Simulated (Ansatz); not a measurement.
La, one cell by several methods

```xyz
1
Lattice="0.0000 2.6411 2.6411 2.6411 0.0000 2.6411 2.6411 2.6411 0.0000" Properties=species:S:1:pos:R:3 pbc="T T T"
La    0.0000    0.0000    0.0000
```

The conventional cell has a = 5.282 Å, b = 5.282 Å, c = 5.282 Å, α = 90.00°, β = 90.00°, γ = 90.00°. La (atom 1) is surrounded by 12 La at 3.74 Å.

The structure comes from a relaxation in the same program, started in the fcc type, and has space group Fm-3m. Whether it is a known phase or the ground state wasn't checked.

No spin–orbit coupling, which matters for the heavy atoms here.

Levels of theory: DFT, LDA, PAW with Ansatz's default frozen-core files, scalar-relativistic (Ansatz 0.2.0); DFT, LDA, all-electron LAPW, scalar-relativistic (Ansatz 0.2.0).

For PAW: a Γ-centred 13×13×13 k mesh, Fermi–Dirac smearing of 0.08 eV, cutoff 420 eV, no spin polarisation; the PAW files were made with PBE, and the program remakes their frozen cores for this functional. LAPW targets a basis error of 0.5 meV/atom. The Ansatz runs share mesh, smearing and spin set-up. Plane-wave (PAW) pressures include the program's estimate of the Pulay term.

Stress and pressure are positive in compression.

Levels count from the Fermi level.

```json
{"quantity": "pressure (GPa)", "PAW": "-3.46", "LAPW": "-3.42"}
{"quantity": "highest filled level at Γ (eV)", "PAW": "-3.232", "LAPW": "-3.233"}
{"quantity": "lowest empty level at Γ (eV)", "PAW": "?", "LAPW": "?"}
{"quantity": "highest filled level at U (eV)", "PAW": "-0.298", "LAPW": "-0.300"}
{"quantity": "lowest empty level at U (eV)", "PAW": "?", "LAPW": "1.436"}
```

(1) Give the missing entry: row "lowest empty level at Γ (eV)", column "LAPW".

(2) Give the missing entry: row "lowest empty level at Γ (eV)", column "PAW".

(3) Give the missing entry: row "lowest empty level at U (eV)", column "PAW".

## Answers

(1) 1.188.

(2) 1.167.

(3) 1.423.
